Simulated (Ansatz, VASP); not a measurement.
# CoSi2: VASP beside Ansatz

File INCAR:

```
SYSTEM = CoSi2
PREC = Accurate ; ENCUT = 600
EDIFF = 1E-7 ; ISMEAR = 0
SIGMA = 0.1 ; LREAL = .FALSE.
LASPH = .TRUE. ; NELM = 100
ALGO = Fast ; ISIF = 3
LWAVE = .FALSE. ; LCHARG = .FALSE.
GGA = PE ; IVDW = 12
IBRION = 2 ; NSW = 70
EDIFFG = -0.005
```

File KPOINTS:

```
Automatic mesh
0
G
  14 14 14
  0 0 0
```

POSCAR

```
CoSi2
1.0
    0.0000000000      2.6799218064      2.6799218064
    2.6799218064      0.0000000000      2.6799218064
    2.6799218064      2.6799218064      0.0000000000
Co Si
1 2
Direct
    0.0000000000      0.0000000000      0.0000000000
    0.2500000000      0.2500000000      0.2500000000
    0.7500000000      0.7500000000      0.7500000000
```

Input for Ansatz:

```yaml
crystal:
  lattice:
    - [0.0, 2.6799218064, 2.6799218064]
    - [2.6799218064, 0.0, 2.6799218064]
    - [2.6799218064, 2.6799218064, 0.0]
  atoms:
    - { symbol: Co, position: [0.0, 0.0, 0.0] }
    - { symbol: Si, position: [0.25, 0.25, 0.25] }
    - { symbol: Si, position: [0.75, 0.75, 0.75] }
basis:
  ecutwfc: 420
kpoints:
  mp_grid: { grid: [14, 14, 14] }
hamiltonian:
  xc: pbe
  dispersion: d3bj
scf:
  occupations: { method: gaussian, width: 0.1 }
output:
  forces: true
  stress: true
  eigenvalues: true
  write_density: true
  write_potential: true
  elf: true
  volumetric_format: npy
relax:
  adjacent_minimum: "off"
  f_tol: 0.005
  max_steps: 50
  cell: { stress_tol: 0.05 }
```

Alike in both runs: task relaxation of cell and atoms; functional PBE; dispersion D3(BJ); k mesh 14 × 14 × 14; occupations gaussian, width 0.1 eV; no spin polarisation.

|  | VASP | Ansatz |
| --- | --- | --- |
| version | VASP 6.6.1 | Ansatz 0.2.0 |
| potentials or method | VASP PAW PBE potentials, release 64 (Co, Si) | scalar-relativistic, plane waves, PAW |
| plane-wave cutoff (eV) | 600 | 420 |
| valence electrons in the cell | 17 | 25 |

|  | VASP | Ansatz | Ansatz less VASP |
| --- | --- | --- | --- |
| gap on the k mesh at the Fermi level, each at its own relaxed structure (eV) | none | none | - |
| relaxed volume (Å³/atom) | 12.42 | 12.44 | +0.012 |
| relaxed cell length with the largest relative difference (Å) | 3.749 | 3.751 | +0.0012 |
| energy change over the relaxation (meV/atom) | -8 | -7 | +0.5 |

A gap of «none» marks a metal or a gap that the smearing closes. The two sets of potentials don't hold the same shells in valence.

Caveats: pairwise dispersion overbinds metals, which lowers pressure and volume. Spin polarisation is off, so any magnetic state and its effect on volume and gap are missing.
